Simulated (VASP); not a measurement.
# SnTe (F-43m) in VASP: further runs

One crystal, SnTe, is run at these levels: PBE, r2SCAN; tasks: G0W0 quasiparticle levels, equation of state.

Everything below comes from runs of VASP 6.6.1. Logs are shortened: lines on timing, memory, paths and dates and some standing lists are left out, and cuts for length are marked.

### 1 The structure

It takes space group F-43m (No. 216, cubic). Conventional cell: a = 7.222 Å, b = 7.222 Å, c = 7.222 Å, α = 90.00°, β = 90.00°, γ = 90.00°. Te (site symmetry -43m) is surrounded by 4 Sn at 3.13 Å. Sn (site symmetry -43m) has 4 Te at 3.13 Å as nearest neighbours.

Measurements of this composition are mostly on another form, of space group No. 225.

### 2 G0W0 quasiparticle levels, PBE

POSCAR

```
SnTe
1.0
    0.0000000000      3.6111460000      3.6111460000
    3.6111460000      0.0000000000      3.6111460000
    3.6111460000      3.6111460000      0.0000000000
Te Sn
1 1
Direct
    0.2500000000      0.2500000000      0.2500000000
    0.0000000000      0.0000000000      0.0000000000
```

INCAR.step1

```
PREC = Accurate
ENCUT = 450
EDIFF = 1E-8
ISMEAR = 0
SIGMA = 0.01
LREAL = F
LASPH = T
NELM = 80
ALGO = Normal
LWAVE = T
LCHARG = F
GGA = PE
```

INCAR.step2

```
PREC = Accurate
ENCUT = 450
EDIFF = 1E-8
ISMEAR = 0
SIGMA = 0.01
LREAL = F
LASPH = T
NELM = 1
ALGO = Exact
LWAVE = T
LCHARG = F
GGA = PE
NBANDS = 575
LOPTICS = T
ISTART = 1
```

INCAR.step3

```
PREC = Accurate
ENCUT = 450
EDIFF = 1E-8
ISMEAR = 0
SIGMA = 0.01
LREAL = F
LASPH = T
ALGO = EVGW0
LWAVE = F
LCHARG = F
GGA = PE
NELMGW = 1
NBANDS = 575
ENCUTGW = 200
NOMEGA = 48
PRECFOCK = Fast
ISTART = 1
NBANDSGW = 18
```

KPOINTS

```
Automatic mesh
0
Gamma
  2 2 2
```

Potentials or basis: VASP PAW PBE potentials, release 64 (Te_GW, Sn_d_GW).

Launch:

```sh
$ cat potpaw_PBE.64/Te_GW/POTCAR potpaw_PBE.64/Sn_d_GW/POTCAR > POTCAR
$ cp INCAR.step1 INCAR
$ mpirun -np 1 vasp_std > vasp.out
$ cp INCAR.step2 INCAR
$ mpirun -np 1 vasp_std > vasp.out
$ cp INCAR.step3 INCAR
$ mpirun -np 1 vasp_std > vasp.out
```

OUTCAR:

```text
PREC = Accurate
   ENCUT = 450
   EDIFF = 1E-8
   ISMEAR = 0
   LREAL = F
   LASPH = T
   GGA = PE
   NELMGW = 1
   ENCUTGW = 200
   PRECFOCK = Fast
   ISTART = 1

 Found      3 irreducible k-points:

 Following reciprocal coordinates:
            Coordinates               Weight
  0.000000  0.000000  0.000000      1.000000
  0.500000  0.000000  0.000000      4.000000
  0.500000  0.500000  0.000000      3.000000
   k-points           NKPTS =      3   k-points in BZ     NKDIM =      8   number of bands    NBANDS=    575
   number of dos      NEDOS =    301   number of ions     NIONS =      2
   total plane-waves  NPLWV =  46656
   dimension x,y,z NGX =    36 NGY =   36 NGZ =   36
   dimension x,y,z NGXF=    72 NGYF=   72 NGZF=   72
   ions per type =               1   1
   NGX,Y,Z   is equivalent  to a cutoff of  11.72, 11.72, 11.72 a.u.
   NGXF,Y,Z  is equivalent  to a cutoff of  23.44, 23.44, 23.44 a.u.
 SYSTEM =  unknown system
   PREC   = accura    normal or accurate (medium, high low for compatibility)
   ISTART =      1    job   : 0-new  1-cont  2-samecut
   ICHARG =      0    charge: 1-file 2-atom 10-const
   ISPIN  =      1    spin polarized calculation?
   LNONCOLLINEAR =      F non collinear calculations
   LSORBIT =      F    spin-orbit coupling
   LASPH  =      T    aspherical Exc in radial PAW
   ENCUT  =  450.0 eV  33.07 Ry    5.75 a.u.   8.83  8.83  8.83*2*pi/ulx,y,z
   NELM   =     60;   NELMIN=  2; NELMDL=  0     # of ELM steps
   EDIFF  = 0.1E-07   stopping-criterion for ELM
   LREAL  =      F    real-space projection
   EDIFFG = 0.1E-06   stopping-criterion for IOM
   NSW    =      0    number of steps for IOM
   IBRION =     -1    ionic relax: 0-MD 1-quasi-New 2-CG
   NFREE  =      0    steps in history (QN), initial steepest desc. (CG)
   ISIF   =      0    stress and relaxation
   ISYM   =      3    0-nonsym 1-usesym 2-fastsym
   POTIM  = 0.5000    time-step for ionic-motion
   TEBEG  =    0.0;   TEEND  =   0.0 temperature during run
   PSTRESS=    0.0 pullay stress
   NELECT =      20.0000    total number of electrons
   NUPDOWN=      -1.0000    fix difference up-down
   EMIN   =  10.00;   EMAX   =-10.00  energy-range for DOS
   EFERMI =   0.00;   METHOD = LEGACY
   ISMEAR =     0;   SIGMA  =   0.01  broadening in eV -4-tet -1-fermi 0-gaus
   EFERMI_NEDOS =   21; number of points for ismear=-14 and -15
   IALGO  =     38    algorithm
   IMIX   =      4    mixing-type and parameters
     AMIX     =   0.40;   BMIX     =  1.00
     AMIX_MAG =   1.60;   BMIX_MAG =  1.00
  volume/ion in A,a.u.               =      47.09       317.78
  Fermi-wavevector in a.u.,A,eV,Ry     =   0.976704  1.845704 12.979296  0.953951
  Thomas-Fermi vector in A             =   2.107344
   LORBIT       =      0    0 simple, 1 ext, 2 COOP (PROOUT), +10 PAW based schemes
   GGA     = PE    functional components
   LHFCALC =     T    Hartree Fock is set to
   PRECFOCK=fast      Normal, Fast or Accurate (Low or Medium for compatibility)
   ENCUT4O =  -1.0   cutoff for four orbital integrals eV
   NKREDX  =     1    reduce k-point grid by
   NKREDY  =     1    reduce k-point grid by
   NKREDZ  =     1    reduce k-point grid by
   AEXX    =    1.0000 exact exchange contribution
   HFSCREEN=    0.0000 screening length (either q_TF or 0.3 A-1)
   HFSCREENC=   0.0000 screening length for correlation (either q_TF or 0.3 A-1)
   ENCUTFOCK=  -1.0 apply spherical cutoff to Coloumb kernel
   IVDW    =     0    specifies the selected vdW correction
   LEPSILON=     F    determine dielectric tensor
   LRPA    =     F    only Hartree local field effects (RPA)
   LRPAFORCE           =     F    calculate RPA forces
   ENCUTGW             = 200.0    cutoff for response function in eV
   ENCUTGWSOFT         = 160.0    soft cutoff for Coulomb kernel in GW response function in eV
   ENCUTLF             =  -1.0    cutoff for local field effects
   NELMGW              =     1    number of iterations in solving QP/BSE equation
   NELMHF              =     1    number of iterations in the inner HF iteration
   NKREDLFX            =     1    NKREDLFY  =   1   NKREDLFZ  =   1
 non-spin polarized calculation
 Gauss-broadening in eV      SIGMA  =   0.01
  energy-cutoff  :      450.00
  volume of cell :       94.18
 maximum number of plane-waves:      2085
 NGX is ok and might be reduce to    36
  NGX = 20; NGY = 20; NGZ = 20
   NGX = 17   NGY = 17   NGZ = 17
 maximum number of plane-waves:       620

 QP shifts <psi_nk| G(iteration)W_0 |psi_nk>: iteration 1
 for sc-GW calculations column KS-energies equals QP-energies in previous step
 and V_xc(KS)=  KS-energies - (<T + V_ion + V_H > + <T+V_H+V_ion>^1  + <V_x>^1)

 k-point   1 :       0.0000    0.0000    0.0000
  band No.  KS-energies  QP-energies   sigma(KS)   V_xc(KS)     V^pw_x(r,r')   Z            occupation Imag(sigma)

      1     -19.3912     -21.9345     -21.5122     -17.5160     -27.0917       0.6364       2.0000       0.1526
      2     -19.3912     -21.9345     -21.5122     -17.5160     -27.0917       0.6364       2.0000       0.1526
      3     -19.3912     -21.9345     -21.5122     -17.5160     -27.0917       0.6364       2.0000       0.1526
      4     -19.3830     -21.9097     -21.5027     -17.5180     -27.0742       0.6341       2.0000       0.1468
      5     -19.3830     -21.9097     -21.5027     -17.5180     -27.0742       0.6341       2.0000       0.1468
      6      -9.0511      -9.4224     -11.4271     -10.7924     -17.0021       0.5851       2.0000       0.8800
[... 10 lines left out ...]
     17      10.0964       9.8978      -6.2909      -6.0194      -1.7165       0.7316       0.0000      -0.4467
     18      10.0964       9.8978      -6.2909      -6.0194      -1.7165       0.7316       0.0000      -0.4467

 k-point   2 :       0.5000    0.0000    0.0000
  band No.  KS-energies  QP-energies   sigma(KS)   V_xc(KS)     V^pw_x(r,r')   Z            occupation Imag(sigma)

      1     -19.3924     -21.9246     -21.4972     -17.5135     -27.0867       0.6356       2.0000       0.1555
      2     -19.3899     -21.9433     -21.5102     -17.5180     -27.0897       0.6396       2.0000       0.1509
      3     -19.3899     -21.9433     -21.5102     -17.5180     -27.0897       0.6396       2.0000       0.1509
      4     -19.3828     -21.9468     -21.5036     -17.5186     -27.0746       0.6434       2.0000       0.1454
      5     -19.3828     -21.9468     -21.5036     -17.5186     -27.0746       0.6434       2.0000       0.1454
      6      -8.5104      -8.9607     -11.8172     -11.0867     -16.9979       0.6166       2.0000       0.7864
[... 10 lines left out ...]
     17       9.3938       9.3424      -7.6145      -7.5447      -2.9196       0.7363       0.0000      -0.4074
     18      10.6741      10.6714      -7.9286      -7.9248      -3.0765       0.7281       0.0000      -0.4351

 k-point   3 :       0.5000    0.5000    0.0000
  band No.  KS-energies  QP-energies   sigma(KS)   V_xc(KS)     V^pw_x(r,r')   Z            occupation Imag(sigma)

      1     -19.3944     -21.9193     -21.4899     -17.5097     -27.0826       0.6344       2.0000       0.1613
      2     -19.3884     -21.9547     -21.5117     -17.5209     -27.0914       0.6431       2.0000       0.1475
      3     -19.3884     -21.9547     -21.5117     -17.5209     -27.0914       0.6431       2.0000       0.1475
      4     -19.3830     -21.9200     -21.5028     -17.5179     -27.0735       0.6367       2.0000       0.1457
      5     -19.3830     -21.9200     -21.5028     -17.5179     -27.0735       0.6367       2.0000       0.1457
      6      -8.2902      -8.7748     -11.9939     -11.2166     -17.0086       0.6236       2.0000       0.7587
[... 10 lines left out ...]
     17      10.7115      10.6823      -7.9304      -7.8897      -3.1825       0.7171       0.0000      -0.3639
     18      11.0314      11.0470      -7.8693      -7.8913      -2.9037       0.7064       0.0000      -0.3986
```

It took 4.5 min on 1 thread of Intel Xeon Platinum 8259CL at 2.50GHz (Skylake/Cascade Lake), shared host; peak memory 0.88 GiB.

These settings aren't checked as converged: the numbers below hold their error.

What came out:

- Band gap on the k mesh, mean-field level: 0.81 eV, direct
- Quasiparticle gap: 1.46 eV
- Least direct quasiparticle gap: 1.46 eV

Caveat: the k mesh is coarse (spacing up to 0.75 Å⁻¹), so the values aren't converged; bands, screening cutoff and mesh are small and nothing is extrapolated, so the quasiparticle values aren't converged; spin-orbit coupling is left out, which moves the levels of the heavy elements.

### 3 Equation of state, r2SCAN, 44.23 Å³/atom (a relaxed cell with its volume scaled by 0.96)

INCAR

```
SYSTEM = SnTe
ALGO = Normal
EDIFF = 1E-7
ENCUT = 520
ISIF = 2
ISMEAR = 0
LASPH = .TRUE.
LCHARG = .FALSE.
LMIXTAU = .TRUE.
LREAL = .FALSE.
LWAVE = .FALSE.
METAGGA = R2SCAN
NELM = 80
PREC = Accurate
SIGMA = 0.02
```

KPOINTS

```
k-points
0
G
  6 6 6
  0 0 0
```

POSCAR

```
SnTe                                    
1.0
    0.0000000000      3.5364118600      3.5364118600
    3.5364118600     -0.0000000000      3.5364118600
    3.5364118600      3.5364118600      0.0000000000
  Te              Sn            
     1     1
Direct
     0.2500000000000000    0.2500000000000000    0.2500000000000000
     0.0000000000000000    0.0000000000000000    0.0000000000000000
```

Potentials or basis: VASP PAW PBE potentials, release 64 (Te, Sn_d).

Launch:

```sh
$ cat potpaw_PBE.64/Te/POTCAR potpaw_PBE.64/Sn_d/POTCAR > POTCAR
$ mpirun -np 1 vasp_std > vasp.out
```

It took 90 s on 1 thread of Intel Xeon Platinum 8488C (Sapphire Rapids), shared host; peak memory 0.26 GiB.

The run converged. Its results:

- Free energy: -50.0536 eV
- Pressure: 1.2 GPa
- Band gap on the k mesh: 0.19 eV, indirect (least direct gap 0.81 eV)

Caveat: the PAW data sets were made with another functional, which shifts forces and pressure a little; spin-orbit coupling is left out, which moves the levels of the heavy elements.

### 4 Equation of state, r2SCAN, 45.15 Å³/atom (a relaxed cell with its volume scaled by 0.98)

INCAR is that of step 3.

KPOINTS is that of step 3.

POSCAR

```
SnTe                                    
1.0
    0.0000000000      3.5608016780      3.5608016780
    3.5608016780     -0.0000000000      3.5608016780
    3.5608016780      3.5608016780      0.0000000000
  Te              Sn            
     1     1
Direct
     0.2500000000000000    0.2500000000000000    0.2500000000000000
     0.0000000000000000    0.0000000000000000    0.0000000000000000
```

Launch:

```sh
$ cat potpaw_PBE.64/Te/POTCAR potpaw_PBE.64/Sn_d/POTCAR > POTCAR
$ mpirun -np 1 vasp_std > vasp.out
```

Run time: 98 s. Hardware: 1 thread of Intel Xeon Platinum 8488C (Sapphire Rapids), shared host; peak memory 0.26 GiB.

The run converged. Its results:

| Item | Value |
| --- | --- |
| Free energy | -50.0638 eV |
| Pressure | 0.5 GPa |
| Band gap on the k mesh | 0.24 eV, indirect (least direct gap 0.84 eV) |

Caveat: the PAW data sets were made with another functional, which shifts forces and pressure a little; spin-orbit coupling is left out, which moves the levels of the heavy elements.

### 5 Equation of state, r2SCAN, 46.07 Å³/atom

INCAR is that of step 4.

KPOINTS is that of step 4.

POSCAR

```
SnTe                                    
1.0
    0.0000000000      3.5848618787      3.5848618787
    3.5848618787     -0.0000000000      3.5848618787
    3.5848618787      3.5848618787      0.0000000000
  Te              Sn            
     1     1
Direct
     0.2500000000000000    0.2500000000000000    0.2500000000000000
     0.0000000000000000    0.0000000000000000    0.0000000000000000
```

Launch:

```sh
$ cat potpaw_PBE.64/Te/POTCAR potpaw_PBE.64/Sn_d/POTCAR > POTCAR
$ mpirun -np 1 vasp_std > vasp.out
```

Wall time 96 s (1 thread of Intel Xeon Platinum 8488C (Sapphire Rapids), shared host); peak memory 0.26 GiB.

It converged, with:

| Property | Result |
| --- | --- |
| Free energy | -50.0672 eV |
| Pressure | 0.0 GPa |
| Band gap on the k mesh | 0.30 eV, indirect (least direct gap 0.87 eV) |

Caveat: the PAW data sets were made with another functional, which shifts forces and pressure a little; spin-orbit coupling is left out, which moves the levels of the heavy elements.

### 6 Equation of state, r2SCAN, 46.99 Å³/atom (a relaxed cell with its volume scaled by 1.02)

INCAR is that of step 5.

KPOINTS is that of step 5.

POSCAR

```
SnTe                                    
1.0
    0.0000000000      3.6086033777      3.6086033777
    3.6086033777     -0.0000000000      3.6086033777
    3.6086033777      3.6086033777      0.0000000000
  Te              Sn            
     1     1
Direct
     0.2500000000000000    0.2500000000000000    0.2500000000000000
     0.0000000000000000    0.0000000000000000    0.0000000000000000
```

Potentials or basis: VASP PAW PBE potentials, release 64 (Te, Sn_d).

Launch:

```sh
$ cat potpaw_PBE.64/Te/POTCAR potpaw_PBE.64/Sn_d/POTCAR > POTCAR
$ mpirun -np 1 vasp_std > vasp.out
```

Wall time 81 s (1 thread of Intel Xeon Platinum 8488C (Sapphire Rapids), shared host); peak memory 0.26 GiB.

The run converged. Its results:

```yaml
Free_energy: -50.0643 eV
Pressure: -0.6 GPa
Band_gap_on_the_k_mesh: 0.35 eV, indirect (least direct gap 0.89 eV)
```

Caveat: the PAW data sets were made with another functional, which shifts forces and pressure a little; spin-orbit coupling is left out, which moves the levels of the heavy elements.

### 7 Equation of state, r2SCAN, 47.91 Å³/atom (a relaxed cell with its volume scaled by 1.04)

INCAR is that of step 6.

KPOINTS is that of step 6.

POSCAR

```
SnTe                                    
1.0
    0.0000000000      3.6320365238      3.6320365238
    3.6320365238     -0.0000000000      3.6320365238
    3.6320365238      3.6320365238      0.0000000000
  Te              Sn            
     1     1
Direct
     0.2500000000000000    0.2500000000000000    0.2500000000000000
     0.0000000000000000    0.0000000000000000    0.0000000000000000
```

Launch:

```sh
$ cat potpaw_PBE.64/Te/POTCAR potpaw_PBE.64/Sn_d/POTCAR > POTCAR
$ mpirun -np 1 vasp_std > vasp.out
```

Wall time 97 s (1 thread of Intel Xeon Platinum 8488C (Sapphire Rapids), shared host); peak memory 0.26 GiB.

The run converged. Its results:

```
Free energy            : -50.0559 eV
Pressure               : -1.0 GPa
Band gap on the k mesh : 0.40 eV, indirect (least direct gap 0.91 eV)
```

Caveat: the PAW data sets were made with another functional, which shifts forces and pressure a little; spin-orbit coupling is left out, which moves the levels of the heavy elements.

### 8 Equation of state, r2SCAN

This run uses another cell than the first one, of 46.07 Å³/atom, 0.978 times its volume.

No new run: the results of the series are fitted here.

What came out:

```
Equilibrium volume                      : 46.09 Å³/atom
Bulk modulus                            : 27 GPa
Pressure derivative of the bulk modulus : 4.2 (rough: it moves with the points fitted)
```

Energy against volume, from the lowest point:
```tsv
volume (Å³/atom)	energy (meV/atom)
44.227	6.80
45.149	1.68
46.070	0.00
46.991	1.42
47.913	5.63
```

Caveat: the PAW data sets were made with another functional, which shifts forces and pressure a little. Spin-orbit coupling is left out, which matters for the levels of Te.
